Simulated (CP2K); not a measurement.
## Si2W under changes of volume

One of the cells (13.479 Å³/atom); the others are scaled copies at fixed shape and fractional positions:

```xyz
3
Lattice="4.5267 0.0000 0.0000 2.2450 3.9308 0.0000 -3.3859 -1.9654 2.2725" Properties=species:S:1:pos:R:3 pbc="T T T"
W     0.0000    0.0000    0.0000
Si    4.5052    2.6151    0.0000
Si    2.2665    1.3156    0.0000
```

```yaml
Program: CP2K 2026.2
Functional: PBE
Potentials_or_basis: POTENTIAL_UZH W GTH-PBE-q14, Si GTH-PBE-q4; TZVP-MOLOPT-PBE-GTH basis
Density_cutoff: 6123 eV
k_mesh: 12 × 12 × 12
Occupations: fermi-dirac, width 0.05 eV
Spin: no spin polarisation
```

```tsv
volume (Å³/atom)	energy over the lowest point (meV/atom)	pressure (GPa)	largest force (eV/Å)
12.670	52.50	19.0	0.243
12.939	25.81	12.9	0.180
13.209	8.80	7.4	0.121
13.479	0.50	2.5	0.065
13.748	0.00	-1.9	0.013
14.018	6.52	-5.8	0.036
14.287	?	?	?
```

Question: What does the run at 14.287 Å³/atom give?

Answer: Energy over the lowest point 19.34 meV/atom; pressure -9.3 GPa; largest force 0.083 eV/Å.

Worked out: A Birch-Murnaghan fit of order 3 (a polynomial in V^(-2/3)) to the other rows has its minimum at 13.63 Å³/atom with B0 = V·E''(V) = 220 GPa and B' = 4.6 at fixed shape and positions, which overstates the stiffness. It gives 19.24 meV/atom at 14.287 Å³/atom, against the run's 19.34, and -dE/dV = -9.3 GPa, against -9.3.

Energies are extrapolated to zero smearing.

Caveats: the basis of atomic orbitals isn't converged, which shifts pressures, moduli and gaps.
